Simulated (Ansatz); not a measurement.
Runs of Ansatz 0.2.0 on HfN. Symmetry: Fm-3m, No. 225, cubic system. The conventional cell has a = 4.512 Å, b = 4.512 Å, c = 4.512 Å, α = 90.00°, β = 90.00°, γ = 90.00°. Hf (site symmetry m-3m) has 6 N at 2.26 Å as nearest neighbours. Around N (site symmetry m-3m) lie 6 Hf at 2.26 Å. 

```csv
task,potentials or basis,cell,cutoff (eV),basis error allowed,pressure (GPa)
band structure,"all-electron LAPW, non-relativistic",as given,341,0.001 eV/atom,(a)
band structure,"all-electron LAPW, inner shells corrected to Dirac's equation",as given,343,0.001 eV/atom,-1.8
relaxation of cell and atoms,"all-electron LAPW, scalar-relativistic",relaxed,-,0.001 eV/atom,0.0
relaxation of cell and atoms,"all-electron LAPW, scalar-relativistic",relaxed to 20 GPa,-,0.001 eV/atom,20.0
band structure,all-electron PAW datasets made for the crystal,as given,440,-,-1.9
relaxation of cell and atoms,"all-electron LAPW, scalar-relativistic",relaxed to 30 GPa,-,0.001 eV/atom,30.0
band structure,"all-electron LAPW, scalar-relativistic",as given,343,0.001 eV/atom,-1.9
relaxation of cell and atoms,"all-electron LAPW, scalar-relativistic",relaxed to 10 GPa,-,0.001 eV/atom,10.0
```

Alike in all rows: level PBEsol; no spin polarisation; k mesh 10 × 10 × 10; smearing fermi-dirac 0.05 eV.

Question: Estimate the missing entries.

Answer: (a) 11.7.

Caveats: relativity is left out, which matters for the heavier elements (some runs).

The runs don't all hold the same shells in valence.
